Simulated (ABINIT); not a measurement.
A run of ABINIT 10.8.3 (patched build):

File run.abi:

```
# Datasets: one volume each
ndtset 7
getwfk -1
scalecart1 3*0.9795861087
scalecart2 3*0.9864848297
scalecart3 3*0.9932883884
scalecart4 3*1.0000000000
scalecart5 3*1.0066227096
scalecart6 3*1.0131594038
scalecart7 3*1.0196128224

# Pseudopotentials
pp_dirpath "./"
pseudos "Ta.upf"

# Structure
acell 3*1.0 Angstrom
rprim
     2.9003720726     0.0000000000     0.0000000000
    -1.4501860363     2.5117958953     0.0000000000
     0.0000000000     0.0000000000     5.1662740000
ntypat 1
znucl 73
natom 2
typat 1 1
xred
     0.3333333333     0.6666666667     0.2500000000
     0.6666666667     0.3333333333     0.7500000000

# Plane-wave basis
ecut 29.0

# k points
kptopt 1
ngkpt 11 11 5
nshiftk 1
shiftk 0.0 0.0 0.0

# Exchange and correlation
ixc -116133

# Bands and occupations
nband 17
occopt 3
tsmear 0.05 eV

# SCF cycle
nstep 100
tolvrs 1.0e-10

# Output
iomode 3
prtwf 1
prtden 0
prteig 0
prtebands 0
enunit 1
```

Potentials or basis: PseudoDojo NC SR PBEsol v0.4.1 standard.

Command:

```sh
$ abinit run.abi > log 2>&1
```

Hardware: 1 thread of Arm Neoverse V2, with other jobs on the host.

Task: Estimate the wall time of this run.

Result: Wall time 3.8 min on 1 thread of Arm Neoverse V2, with other jobs on the host, peak memory 0.12 GiB. Counts: scf iterations 50, mpi ranks 1, k points 48, bands 17, plane waves 1805.
